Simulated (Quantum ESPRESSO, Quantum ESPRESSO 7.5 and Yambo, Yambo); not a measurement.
## GaP (F-43m): G0W0 on several meshes in Yambo

How does the mesh move the gap of GaP (F-43m)?

Calculated with Quantum ESPRESSO 7.5 and Yambo 5.3.0; PBE and many-body steps on it, plane waves.

### Step 1. Starting point

It takes space group F-43m (No. 216, cubic). The conventional cell has a = 5.450 Å, b = 5.450 Å, c = 5.450 Å, α = 90.00°, β = 90.00°, γ = 90.00°. Nearest to Ga lie 4 P at 2.36 Å. Nearest to P lie 4 Ga at 2.36 Å. Farther neighbours are not listed.

The cell and positions come from the Crystallography Open Database and are kept as given unless a step says otherwise.

### Step 2. Empty states on the mesh, 6×6×6 mesh, 268 bands

This step: Quantum ESPRESSO 7.5; DFT, PBE, plane waves, norm-conserving pseudopotentials.

The sums over transitions need many empty states on a uniform mesh; this step solves for them.

File pw.in:

```
&control
  calculation = 'nscf'
  prefix = 'x'
  outdir = 'o'
  pseudo_dir = 'pseudo'
/
&system
  ibrav = 0
  nat = 2
  ntyp = 2
  ecutwfc = 72.0
  nbnd = 268
  force_symmorphic = .true.
/
&electrons
  conv_thr = 1e-9
  electron_maxstep = 80
  diago_full_acc = .true.
  diago_thr_init = 5e-6
/
ATOMIC_SPECIES
  Ga 69.723 Ga.upf
  P 30.974 P.upf
CELL_PARAMETERS angstrom
  0.0000000000 2.7252500000 2.7252500000
  2.7252500000 0.0000000000 2.7252500000
  2.7252500000 2.7252500000 0.0000000000
ATOMIC_POSITIONS crystal
  Ga 0.0000000000 0.0000000000 0.0000000000
  P 0.2500000000 0.2500000000 0.2500000000
K_POINTS automatic
  6 6 6 0 0 0
```

Command:

```console
$ OMP_NUM_THREADS=1 mpirun -n 4 pw.x -nk 4 -in pw.in > pw.out
```

Log:

```text
Program PWSCF v.7.5 starts

     This program is part of the open-source Quantum ESPRESSO suite
     for quantum simulation of materials; please cite
         "P. Giannozzi et al., J. Phys.:Condens. Matter 21 395502 (2009);
         "P. Giannozzi et al., J. Phys.:Condens. Matter 29 465901 (2017);
         "P. Giannozzi et al., J. Chem. Phys. 152 154105 (2020);
     in publications or presentations arising from this work. More details at

     Atomic positions and unit cell read from directory:
     o/x.save/

     Message from routine setup:
[...]
76.9712  79.6905  79.8352  80.8653  80.8653  81.0900  82.4248  83.2170
     [... 22 further rows ...]
   188.2811 188.4097 189.2828 189.2828 189.7690 190.6614 190.6614 190.8924
   193.2193 193.2193 193.7649 194.0649

          k =-0.3536-0.3536 0.3536 (  2824 PWs)   bands (ev):

     [... further k-points ...]

     highest occupied, lowest unoccupied level (ev):     7.6196    9.2722

     XML data file, pseudopotentials, collected wavefunctions

=------------------------------------------------------------------------------=
   JOB DONE.
=------------------------------------------------------------------------------=
```

Run time: 35 s. Hardware: 4 MPI ranks of Arm Neoverse V1, shared host; peak memory 0.47 GiB; 2.3 min of CPU time.

This step gave:

| Quantity | Value |
| --- | --- |
| gap | 1.653 eV |
| k of the valence top | 0, 0, 0 |
| k of the conduction bottom | 0, -0.5, -0.5 |
| least direct gap | 1.817 eV |
| k points computed | 16 |
| lowest point of the top converged band, above the valence top | 183.3216 eV |

On this mesh the gap is 1.653 eV.

The density comes from a self-consistent run that is not shown.

### Step 3. Conversion and set-up

This step: Yambo 5.3.0; conversion and set-up on PBE, plane waves, norm-conserving pseudopotentials.

The states are converted to the many-body program's format and the q mesh is built.

Command:

```console
$ (cd o/x.save; p2y > p2y.log; mv SAVE ../..); yambo > setup.log
```

Log:

```text
 Yambo, version 5.3.0

 [02] CORE Variables Setup
 =========================

  [02.01] Unit cells
  ==================

  Cell kind             :  FCC
  Atoms in the cell     :  Ga  P
  number of Ga atoms    :  1
  number of P  atoms    :  1

  List of atomic masses
  Mass of Ga    :  69.72300
  Mass of P     :  30.97400

  List of atomic coordinates    : [cc]
  Ga1       :  0.000000  0.000000  0.000000  order 1
  P1       :  2.574988  2.574988  2.574988  order 2

  Alat factors          :  5.149976  5.149976  5.149976 [a.u.]
  Direct lattice volume :  273.1780 [a.u.]
[...]
Q [ 1]         [rlu]:  0.000000  0.000000  0.000000
 Q [ 2]         [rlu]:  0.25176E-17  0.25176E-17  0.16667
 Q [ 3]         [rlu]:  0.50351E-17  0.50351E-17  0.33333
[...]
Q [ 8]         [rlu]:  0.51853E-17  0.16667     -0.33333
 Q [ 9]         [rlu]: -0.32791E-16  0.16667     -0.16667
 Q [10]         [rlu]:  0.25050E-16  0.33333      0.33333
     [... 4 further rows ...]
 Q [15]         [rlu]:  0.166667  0.333333 -0.333333
 Q [16]         [rlu]:  0.166667 -0.500000 -0.333333

  [03.01] X indexes
  =================

   [03.01.01] Sigma indexes
   ========================

 [06] Game Over & Game summary
```

It took 2.8 s on 1 MPI rank; peak memory 0.24 GiB.

### Step 4. 6×6×6

G0W0 replaces the xc potential by the self-energy, built once from these orbitals. Only a window of levels is corrected, while the sums run over the empty bands that the input names.

This step: G0W0 on PBE, plane waves, norm-conserving pseudopotentials.

File gw2.in:

```
HF_and_locXC
gw0
dyson
ppa
em1d
rim_cut
RandQpts= 1000000
RandGvec= 1 RL
EXXRLvcs= 72 Ry
VXCRLvcs= 288 Ry
Chimod= "HARTREE"
% BndsRnXp
 1 | 115 |
%
NGsBlkXp= 10.5 Ry
% LongDrXp
 1 | 1 | 1 |
%
% GbndRnge
 1 | 115 |
%
DysSolver= "n"
ExtendOut
PPAPntXp= 27.21138 eV
% QPkrange
 1 | 1 | 8 | 11 |
 13 | 13 | 8 | 11 |
%
```

Command:

```console
$ OMP_NUM_THREADS=1 mpirun -n 4 yambo -F gw2.in -J gw2 -C gw2 > gw2.log
```

Log:

```text
 Yambo, version 5.3.0

 [02] CORE Variables Setup
 =========================

  [... cell, symmetries and grids as in the set-up ...]

  [02.05] Energies & Occupations
  ==============================

  [X] === General ===
  [X] Electronic Temperature                        :  0.000000  0.000000 [eV K]
  [X] Bosonic    Temperature                        :  0.000000  0.000000 [eV K]
  [X] Finite Temperature mode                       : no
  [X] El. density                                   :  0.44466E+24 [cm-3]
  [X] Fermi Level                                   :  7.619618 [eV]

  [X] === Gaps and Widths ===
  [X] Conduction Band Min                           :  1.652582 [eV]
  [X] Valence Band Max                              :  0.000000 [eV]
  [X] Filled Bands                                  :   9
  [X] Empty Bands                                   :   10  268
  [X] Direct Gap                                    :  1.816923 [eV]
  [X] Direct Gap localized at k                     :  1
  [X] Indirect Gap                                  :  1.652582 [eV]
  [X] Indirect Gap between kpts                     :   1  13
  [X] Last valence band width                       :  3.261558 [eV]
  [X] 1st conduction band width                     :  2.254772 [eV]

 [03] Transferred momenta grid and indexing
 ==========================================

 IBZ Q-points                                      :  16
 BZ  Q-points                                      :  216

 K/Q-points units:
 rlu = crystal or reduced units; cc = cartesian coordinates; iku = interal k-units

 Q [ 1]         [rlu]:  0.000000  0.000000  0.000000
 Q [ 2]         [rlu]:  0.25176E-17  0.25176E-17  0.16667
 Q [ 3]         [rlu]:  0.50351E-17  0.50351E-17  0.33333
 Q [ 4]         [rlu]:  0.51853E-17  0.51853E-17 -0.50000
 Q [ 5]         [rlu]:  0.12525E-16  0.16667      0.16667
 Q [ 6]         [rlu]:  0.25267E-16  0.16667      0.33333
 Q [ 7]         [rlu]: -0.26970E-17  0.16667      0.50000
 Q [ 8]         [rlu]:  0.51853E-17  0.16667     -0.33333
 Q [ 9]         [rlu]: -0.32791E-16  0.16667     -0.16667
 Q [10]         [rlu]:  0.25050E-16  0.33333      0.33333
     [... 4 further rows ...]
 Q [15]         [rlu]:  0.166667  0.333333 -0.333333
 Q [16]         [rlu]:  0.166667 -0.500000 -0.333333

 [04] Coloumb potential Random Integration (RIM)
 ===============================================

  [04.01] RIM initialization
  ==========================

  * Diagonal components only detected *

  8 x (sBL volume)        :  0.033630 [a.u.]
  sBZ random points       :  1000000
  Points outside the sBZ  :   7968281
  RL volume               :  0.908017 [a.u.]
  Integrated volume       :  0.911631 [a.u.]

  [04.02] RIM integrals
  =====================

  Gamma point sphere radius             :  0.058550 [a.u.]
  Points outside the sphere             :   800476
  [Int_sBZ(q=0) 1/q^2]*(Vol_sBZ)^(-1/3) =:  7.776341
                                 should be <:  7.795600

  Summary of Coulomb integrals for non-metallic bands |Q|[au] RIM/Bare

  Q [1] 0.100000E-4 0.997530 * Q [2] 0.176098 1.068480
  Q [5] 0.203340 1.068537 * Q [9] 0.287567 1.030488
  Q [6] 0.337202 1.023143 * Q [3] 0.352196 1.020326
  Q [10] 0.406681 1.017560 * Q [8] 0.443170 1.014854
  Q [14] 0.454683 1.014341 * Q [7] 0.498080 1.012352
  Q [11] 0.528294 1.011710 * Q [4] 0.528294 1.011454
  Q [12] 0.575133 1.010544 * Q [15] 0.601489 1.009943
  Q [13] 0.610021 1.009481 * Q [16] 0.643018 1.008827

 [WARNING] [Xp] User bands 1-115 break level degeneracy

 [05] Dipoles
 ============

  [05.01] Setup: observables and procedures
  =========================================

 [06] Dynamic Dielectric Matrix (PPA)
 ====================================

 [WR./gw2//ndb.pp]---------------------------------------------------------------
  Brillouin Zone Q/K grids (IBZ/BZ)                :   16  216   16  216
  RL vectors                                       :   3647 [WF]
  Coulomb cutoff potential                         : none
  Electronic Temperature                           :  0.000000 [K]
  Bosonic    Temperature                           :  0.000000 [K]
  PPA    diel. fun.  energies                      : Perdew, Burke & Ernzerhof(X)+Perdew, Burke & Ernzerhof(C)
  wavefunctions                                    : Perdew, Burke & Ernzerhof(X)+Perdew, Burke & Ernzerhof(C)
  Global Gauge                                     : length
  X matrix size                                    :  169
  X band range                                     :    1  115
  X e/h energy range                               : -1.000000 -1.000000 [eV]
  X Time ordering                                  : R
  X Hxc Kernel                                     : HARTREE
  X Drude frequency                                :  0.000000  0.000000
  X poles                                          :  100.0000 [o/o]
  RL vectors in the sum                            :   3647
  [r,Vnl] included                                 : yes
  Field direction                                  :  0.577350E-5  0.577350E-5  0.577350E-5
  BZ energy Double Grid                            : no
  BZ energy DbGd points                            : 0
  BZ Q point size factor                           : -1.000000
  X Optical Averaged directions                    : none

 [07] Local Exchange-Correlation + Non-Local Fock
 ================================================

 [VXC] Plane waves :  22419
 [EXS] Plane waves :  2837

 QP @ state[ 1 ] K range:  1  1
 QP @ state[ 1 ] b range:   8  11
 QP @ state[ 2 ] K range:  13  13
 QP @ state[ 2 ] b range:   8  11

 [xc] Functional : Perdew, Burke & Ernzerhof(X)+Perdew, Burke & Ernzerhof(C)
 [xc] LIBXC used to calculate xc functional
  PP Number of Atomic Species                      :  2
  NLCC RL compoments                               :  22419
  PP Number of Atomic Species                      :  2
  NLCC RL compoments                               :  22419

 [xc] E_xc :  -10.80444 [Ha]
      E_xc :  -21.60888 [Ry]

  Local XC kind (lXC) : Perdew, Burke & Ernzerhof(X)+Perdew, Burke & Ernzerhof(C)
  Non-Local XC kind (nlXC) : Hartree-Fock

  Corrections @ K [1] :  [eV]
 <8|nlXC|8> = -14.39071  0.11463E-16 <8|lXC|8> = -12.82108  0.70806E-16
 <9|nlXC|9> = -14.39072 -0.19389E-17 <9|lXC|9> = -12.82108  0.000000
 <10|nlXC|10> = -8.269671 -0.21756E-17 <10|lXC|10> = -12.31178  0.000000
 <11|nlXC|11> = -6.935920  0.25130E-18 <11|lXC|11> = -10.87053 -0.28323E-15

  Corrections @ K [13] :  [eV]
 <8|nlXC|8> = -14.58555  0.92692E-18 <8|lXC|8> = -11.50137 -0.47204E-16
 <9|nlXC|9> = -14.58554 -0.81921E-17 <9|lXC|9> = -11.50137 -0.47204E-16
 <10|nlXC|10> = -5.692731 -0.13152E-17 <10|lXC|10> = -9.381860  0.10031E-15
 <11|nlXC|11> = -6.588212 -0.23024E-17 <11|lXC|11> = -10.53001  0.19914E-16

 [08] Dyson equation: Newton solver
 ==================================

  [08.01] G0W0 (W PPA)
  ====================

  [  GW  ] Bands range     :    1  115
  [GW/PPA] G damping       :  0.100000 [eV]

  QP @ state[ 1 ] K range:  1  1
  QP @ state[ 1 ] b range:   8  11
  QP @ state[ 2 ] K range:  13  13
  QP @ state[ 2 ] b range:   8  11

   Sc/G bands                                       :    1  115
   Sc/G damping                                     :  0.100000 ev
   Sc bands terminator                              : no
   Sx RL components                                 :  2837

   QP @ state[ 1 ] K range                          :  1  1
   QP @ state[ 1 ] b range                          :   8  11
   QP @ state[ 2 ] K range                          :  13  13
   QP @ state[ 2 ] b range                          :   8  11
   GF energies kind                                 : Perdew, Burke & Ernzerhof(X)+Perdew, Burke & Ernzerhof(C)
   GF WF`s kind                                     : Perdew, Burke & Ernzerhof(X)+Perdew, Burke & Ernzerhof(C)
   Xs energies kind                                 : Perdew, Burke & Ernzerhof(X)+Perdew, Burke & Ernzerhof(C)
   Xs WF`s kind                                     : Perdew, Burke & Ernzerhof(X)+Perdew, Burke & Ernzerhof(C)

 [11] Game Over & Game summary
```

The job ended after 4.4 min (4 MPI ranks; peak memory 1.6 GiB; 18 min of CPU time).

Numbers from this step:

```
G0W0 gap on the points computed              : 2.183 eV
starting gap on the mesh                     : 1.653 eV
k of the valence top                         : 0, 0, 0
k of the conduction bottom                   : 0, -0.5, -0.5
least direct G0W0 gap on the computed points : 2.342 eV
Z at the valence top                         : 0.7845
Z at the conduction bottom                   : 0.8084
```

The gap on the mesh goes from 1.65 eV to 2.18 eV, a correction of +0.53 eV.

### Step 5. Empty states on the mesh, 4×4×4 mesh, 115 bands

This step: Quantum ESPRESSO 7.5; DFT, PBE, plane waves, norm-conserving pseudopotentials.

Edit pw.in of step 2 so:

```diff
@@ -11,3 +11,3 @@
   ecutwfc = 72.0
-  nbnd = 268
+  nbnd = 115
   force_symmorphic = .true.
@@ -31,2 +31,2 @@
 K_POINTS automatic
-  6 6 6 0 0 0
+  4 4 4 0 0 0
```

Command:

```console
$ OMP_NUM_THREADS=1 mpirun -n 4 pw.x -nk 4 -in pw.in > pw.out
```

Log:

```text
[banner, memory and clock lines left out]
Program PWSCF v.7.5 starts

     Atomic positions and unit cell read from directory:
     o/x.save/

     Message from routine setup:
     using ibrav=0 with symmetry is DISCOURAGED, use correct ibrav instead

     G-vector sticks info

     bravais-lattice index     =            0
     lattice parameter (alat)  =       7.2832  a.u.
     unit-cell volume          =     273.1780 (a.u.)^3
     number of atoms/cell      =            2
     number of atomic types    =            2
     number of electrons       =        18.00
[...]
k = 0.1768 0.1768-0.1768 (  2809 PWs)   bands (ev):

[...]
[... 3 further rows ...]
[...]
106.9058 107.6388 108.0062

          k =-0.3536-0.3536 0.3536 (  2824 PWs)   bands (ev):

[...]
75.7521  75.7521  76.7379  78.8732  79.0766  79.0766  81.4421  81.4421
     [... 3 further rows ...]
   101.5679 101.5679 101.8434 102.9181 102.9181 103.3146 104.8685 104.8685
   108.5252 108.5967 108.5967

          k = 0.3536 0.0000 0.0000 (  2826 PWs)   bands (ev):

     [... further k-points ...]

     highest occupied, lowest unoccupied level (ev):     7.6196    9.2722

     XML data file, pseudopotentials, collected wavefunctions
```

Run time: 5.6 s. Hardware: 4 MPI ranks; peak memory 0.3 GiB; 22 s of CPU time.

This step gave:

| Quantity | Value |
| --- | --- |
| gap | 1.653 eV |
| k of the valence top | 0, 0, 0 |
| k of the conduction bottom | 0, -0.5, -0.5 |
| least direct gap | 1.817 eV |
| k points computed | 8 |
| lowest point of the top converged band, above the valence top | 94.8935 eV |

On this mesh the gap is 1.653 eV.

### Step 6. Conversion and set-up

This step: Yambo 5.3.0; conversion and set-up on PBE, plane waves, norm-conserving pseudopotentials.

Command:

```console
$ (cd o/x.save; p2y > p2y.log; mv SAVE ../..); yambo > setup.log
```

Log:

```text
 Yambo, version 5.3.0

 [02] CORE Variables Setup
 =========================

  [02.01] Unit cells
  ==================

  Cell kind             :  FCC
  Atoms in the cell     :  Ga  P
  number of Ga atoms    :  1
  number of P  atoms    :  1

  List of atomic masses
  Mass of Ga    :  69.72300
  Mass of P     :  30.97400

  List of atomic coordinates    : [cc]
  Ga1       :  0.000000  0.000000  0.000000  order 1
  P1       :  2.574988  2.574988  2.574988  order 2

  Alat factors          :  5.149976  5.149976  5.149976 [a.u.]
  Direct lattice volume :  273.1780 [a.u.]
[...]
==========================================

 IBZ Q-points                                      :   8
 BZ  Q-points                                      :   64

 K/Q-points units:
 rlu = crystal or reduced units; cc = cartesian coordinates; iku = interal k-units

 Q [1]          [rlu]:  0.000000  0.000000  0.000000
 Q [2]          [rlu]: -0.25926E-17 -0.25926E-17  0.25000
 Q [3]          [rlu]:  0.51853E-17  0.51853E-17 -0.50000
[...]
Q [7]          [rlu]: -0.34504E-17 -0.50000     -0.50000
 Q [8]          [rlu]:  0.250000 -0.500000 -0.250000

  [03.01] X indexes
  =================

   [03.01.01] Sigma indexes
   ========================

 [06] Game Over & Game summary
```

The job ended after 2.4 s (1 MPI rank; peak memory 0.24 GiB).

(Part 1 of 2 ends here.)

[Paths, hosts, dates, memory and timing lines, banners, echoed tables and standing remarks are left out of the program output.]

[Logs are printed without paths, hosts, clocks, repeated set-up lines and the standing remarks that a program may print on its own settings, such as how far it seeks lower states.]

[Runs of the session that timed out or met a known fault of the program may be left out.]

[Hosts, paths, dates, database ids (printed as entryN), source tags and the programs' standing remarks are cut or masked in the printed files.]
